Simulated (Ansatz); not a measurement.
A vibration from a frozen displacement in TiO$_{2}$

The calculation used DFT PBEsol, scalar-relativistic, plane waves, PAW in Ansatz 0.2.0. The runs took a 420 eV cutoff, a Γ-centred 6×6×10 mesh and Gaussian smearing (0.05 eV). No spin polarisation. Energies are free energies at this smearing, counted from the undisturbed cell; pressure is positive in compression.

The starting cell (relaxed at this level):

```xyz
6
Lattice="4.5912 0.0000 0.0000 0.0000 4.5912 0.0000 0.0000 0.0000 2.9390" Properties=species:S:1:pos:R:3 pbc="T T T"
Ti    0.0000    0.0000    0.0000
Ti    2.2956    2.2956    1.4695
O     1.3978    1.3978    0.0000
O     0.8979    3.6934    1.4695
O     3.1935    3.1935    0.0000
O     3.6934    0.8979    1.4695
```

Atom 1 (Ti) is moved by x along the Cartesian unit vector (0.462, -0.462, -0.757); the cell and all other atoms stay fixed. The cell's volume is 61.95 Å³; the moved atoms weigh 47.867 u together and the others 111.863 u. Some rows repeat others by symmetry and weren't run.

```
  x (Å)  ΔE (meV/cell) total force on the moved atoms along the move (eV/Å) pressure (GPa)
-0.2000         245.56                                                3.0358          2.8494
-0.1750         177.52                                                2.4235          2.1447
-0.1500         123.64                                                1.9009          1.5518
-0.1250          81.82                                                1.4572          1.0632
-0.1000          50.22                                                1.0812          0.6725
-0.0750          27.30                                                0.7608          0.3743
-0.0500          11.83                                                0.4829          0.1641
-0.0250           2.91                                                0.2340          0.0392
 0.0000           0.00                                                0.0000         -0.0021
 0.0250           2.91                                               -0.2340          0.0392
 0.0500          11.83                                               -0.4829          0.1641
 0.0750          27.30                                               -0.7608          0.3743
 0.1000          50.22                                               -1.0812          0.6725
 0.1250          81.82                                               -1.4572          1.0632
 0.1500         123.64                                               -1.9009          1.5518
 0.1750         177.52                                               -2.4235          2.1447
 0.2000         245.56                                               -3.0358          2.8494
```

**Question.** What frequency belongs to this motion?

**Answer.** The force constant is k = −dF/dx = 9.361 eV/Å², from the parabola through x = -0.0250, 0 and 0.0250. In every cell the moved atoms swing against the rest, so the mass is μ = m₁m₂/(m₁ + m₂) = 33.522 u, and ν̃ = 521.5 cm⁻¹ × √(|k|/μ) = 276 cm⁻¹. The pattern needn't be a normal mode: ν̃² is then a weighted mean of the squared nonzero frequencies at the zone centre of this cell, taken without macroscopic field, so it lies between the lowest and the highest of them.

**Question.** How far does the harmonic law reach?

**Answer.** At x = -0.200 Å, kx²/2 = 187.23 meV against the computed 245.56 meV (+31.2 %): the well stiffens in this direction at large amplitude.

**Question.** The pressure changes with x². What does that say about the frequency under compression?

**Answer.** With E = k(V)x²/2, k ∝ V^(−2γ) and x scaling with the cell as V^(1/3), P − P0 = −∂E/∂V = (2γ − 2/3) ΔE/V. At x = 0.0500 Å, V(P − P0) = 61.95 × 0.16624 / 160.2 eV = 64.28 meV and ΔE = 11.83 meV, so γ = 1/3 + V(P − P0)/(2ΔE) = 3.05. This is the Grüneisen parameter of the motion under uniform scaling of the cell: shrinking the cell evenly by 1 % in volume raises the frequency by about 3.05 %.

Cost: 9 runs of about 1.9 core-minutes in all, on Intel Xeon Platinum 8488C (Sapphire Rapids) (shared hosts).

The displacement drives Ti straight towards one of its nearer oxygens and away from the opposite one. The energy rises symmetrically because Ti sits on an inversion centre, and it outgrows the parabola because repulsion in the shortened contact climbs faster than the stretched bond gives way. The same imbalance probably explains the positive pressure and the large Grüneisen parameter of 3.05: in rutile, short-range repulsion is partly offset by long-range dipolar forces and by mixing of empty Ti 3d with O 2p states, both of which favour off-centring. Compression strengthens the repulsion faster, so the net restoring force grows steeply.

Only odd-parity modes contribute to this motion, since Ti is at rest in the Raman-active modes of rutile; 276 cm⁻¹ should therefore not be matched to a Raman line. Moving one of the two Ti atoms also mixes polar with antiphase motion. The single well thus shows that Ti is stable against this isolated shift, but it doesn't rule out a much softer, or even unstable, collective polar mode.
